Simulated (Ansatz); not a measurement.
Reactions of C$_{7}$H$_{14}$ (`C=CCCCCC`).

Isolated molecules relaxed with PBE0-D4/def2-TZVP in Ansatz; ΔE leaves out vibrations. CBS: MP2 limit from def2 TZ/QZ plus the TZ coupled-cluster correction, frozen cores. This one scheme is used for every species. Functionals use def2-TZVPP. For Se outer-core shells are correlated without core-valence functions, which leaves a few kJ/mol of doubt a bond. Scalar relativity is left out up to krypton. One conformer a species, not always the lowest.

```json
{"reaction": "`C=CCCCCC` + `CCCC=O` → `CCCCCCCC=O` + `C=CC`", "CCSD/CBS(def2) (kJ/mol)": "1", "r2SCAN-D4 (kJ/mol)": "1", "PBE-D4 (kJ/mol)": "2", "CCSD(T)/CBS(def2) (kJ/mol)": "2"}
{"reaction": "`C=CCCCCC` + `NC=O` → `CCCC(N)=O` + `C=CCC`", "CCSD/CBS(def2) (kJ/mol)": "-27", "r2SCAN-D4 (kJ/mol)": "-30", "PBE-D4 (kJ/mol)": "-25", "CCSD(T)/CBS(def2) (kJ/mol)": "-26"}
{"reaction": "`C=CCCCCC` + `OC(=S)S` → `CCOC(=S)S` + `C=CCCC`", "CCSD/CBS(def2) (kJ/mol)": "47", "r2SCAN-D4 (kJ/mol)": "41", "PBE-D4 (kJ/mol)": "42", "CCSD(T)/CBS(def2) (kJ/mol)": "46"}
{"reaction": "`C=CCCCCC` + HCl → `C=CCCCl` + `CCC`", "CCSD/CBS(def2) (kJ/mol)": "16", "r2SCAN-D4 (kJ/mol)": "12", "PBE-D4 (kJ/mol)": "11", "CCSD(T)/CBS(def2) (kJ/mol)": "17"}
{"reaction": "`C=CCCCCC` + H₂O → `CCCCCO` + `C=C`", "CCSD/CBS(def2) (kJ/mol)": "57", "r2SCAN-D4 (kJ/mol)": "53", "PBE-D4 (kJ/mol)": "54", "CCSD(T)/CBS(def2) (kJ/mol)": "60"}
{"reaction": "`C=CCCCCC` + `SS` → `CCSS` + `C=CCCC`", "CCSD/CBS(def2) (kJ/mol)": "-11", "r2SCAN-D4 (kJ/mol)": "-17", "PBE-D4 (kJ/mol)": "-19", "CCSD(T)/CBS(def2) (kJ/mol)": "-12"}
{"reaction": "`C=CCCCCC` + `CC` → `C=CCCCCCC` + CH₄", "CCSD/CBS(def2) (kJ/mol)": "-8", "r2SCAN-D4 (kJ/mol)": "-8", "PBE-D4 (kJ/mol)": "-7", "CCSD(T)/CBS(def2) (kJ/mol)": "-8"}
{"reaction": "`C=CCCCCC` + `F[Si](F)(F)[SeH]` → `C=C[Se][Si](F)(F)F` + `CCCCC`", "CCSD/CBS(def2) (kJ/mol)": "12", "r2SCAN-D4 (kJ/mol)": "9", "PBE-D4 (kJ/mol)": "6", "CCSD(T)/CBS(def2) (kJ/mol)": "11"}
{"reaction": "`C=CCCCCC` + `CC(C)C` → `CCCCC(C)(C)C` + `C=CC`", "CCSD/CBS(def2) (kJ/mol)": "-7", "r2SCAN-D4 (kJ/mol)": "-7", "PBE-D4 (kJ/mol)": "-5", "CCSD(T)/CBS(def2) (kJ/mol)": "-9"}
{"reaction": "`C=CCCCCC` + `CCCCCO` → `CCCCCCCCCCO` + `C=C`", "CCSD/CBS(def2) (kJ/mol)": "13", "r2SCAN-D4 (kJ/mol)": "18", "PBE-D4 (kJ/mol)": "18", "CCSD(T)/CBS(def2) (kJ/mol)": "12"}
```

Largest T1 diagnostic: 0.017, for `OC(=S)S`.
